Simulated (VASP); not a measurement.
A calculation with VASP 6.6.1 of ZrB2 (ASE script, structure from a P1 CIF):

Contents of run.py:

```python
from ase.calculators.vasp import Vasp
from ase.dft.bandgap import bandgap
from ase.io import read

atoms = read('ZrB2.cif')
calc = Vasp(
    directory='calc',
    xc='lda',
    pp='LDA',
    setups='gw',
    prec='Accurate',
    encut=550,
    ediff=1e-06,
    ismear=0,
    sigma=0.05,
    lreal=False,
    lasph=True,
    nelm=60,
    algo='Normal',
    isif=2,
    lwave=False,
    lcharg=True,
    lelf=True,
    lvhar=True,
    kpts=[10, 10, 8],
    gamma=True,
)
atoms.calc = calc

print('energy (eV):', atoms.get_potential_energy())
print('free energy (eV):', atoms.get_potential_energy(force_consistent=True))
print('forces (eV/A):')
print(atoms.get_forces())
print('stress (eV/A^3, Voigt):', atoms.get_stress())
print('Fermi level (eV):', calc.get_fermi_level())
gap, top, bottom = bandgap(calc)
print('band gap (eV):', gap, 'from (spin, k, band)', top, 'to', bottom)
```

The input ZrB2.cif:

```cif
data_ZrB2
_cell_length_a 3.17000000
_cell_length_b 3.17000000
_cell_length_c 3.53300000
_cell_angle_alpha 90.00000000
_cell_angle_beta 90.00000000
_cell_angle_gamma 120.00000000
_space_group_name_H-M_alt 'P1'
_space_group_name_Hall 'P 1'
_space_group_IT_number 1
loop_
_space_group_symop_operation_xyz
'x,y,z'
loop_
_atom_site_label
_atom_site_type_symbol
_atom_site_symmetry_multiplicity
_atom_site_Wyckoff_symbol
_atom_site_fract_x
_atom_site_fract_y
_atom_site_fract_z
_atom_site_occupancy
Zr1 Zr 1 a 0.0000000000 0.0000000000 0.0000000000 1
B1 B 1 a 0.6666666667 0.3333333333 0.5000000000 1
B2 B 1 a 0.3333333333 0.6666666667 0.5000000000 1
```

Potentials or basis: VASP PAW LDA potentials, release 64 (Zr_sv_GW, B_GW).

Command:

```bash
$ python run.py
```

Question: Write the same calculation in another form: native input, structure from a POSCAR.

Answer: As run:

Contents of INCAR:

```
SYSTEM = ZrB2
  PREC = Accurate
  ENCUT = 550
  EDIFF = 1E-6
  ISMEAR = 0
  SIGMA = 0.05
  LREAL = .False.
  LASPH = .True.
  NELM = 80
  ALGO = Normal
  ISIF = 2
  LWAVE = .False.
  LCHARG = .True.
  LELF = .True.
  LVHAR = .True.
```

File KPOINTS:

```
regular mesh
0
Gamma
  10 10 8
  0 0 0
```

POSCAR

```
ZrB2
3.17
    1.000000000000      0.000000000000      0.000000000000
   -0.500000000000      0.866025403785      0.000000000000
    0.000000000000      0.000000000000      1.114511041009
Zr B
1 2
Direct
    0.0000000000      0.0000000000      0.0000000000
    0.6666666667      0.3333333333      0.5000000000
    0.3333333333      0.6666666667      0.5000000000
```

Potentials or basis: VASP PAW LDA potentials, release 64 (Zr_sv_GW, B_GW).

Run with:

```bash
$ cat potpaw_LDA.64/Zr_sv_GW/POTCAR potpaw_LDA.64/B_GW/POTCAR > POTCAR
$ mpirun -np 1 vasp_std > vasp.out
```

Both were run:

|  | ASE script, structure from a P1 CIF | native input, structure from a POSCAR |
| --- | --- | --- |
| Pressure | -9.0 GPa | -9.0 GPa |
| Band gap on the k mesh | none (metal or under the smearing width) | none (metal or under the smearing width) |

Keys that steer only the numerical path or the files written may differ.
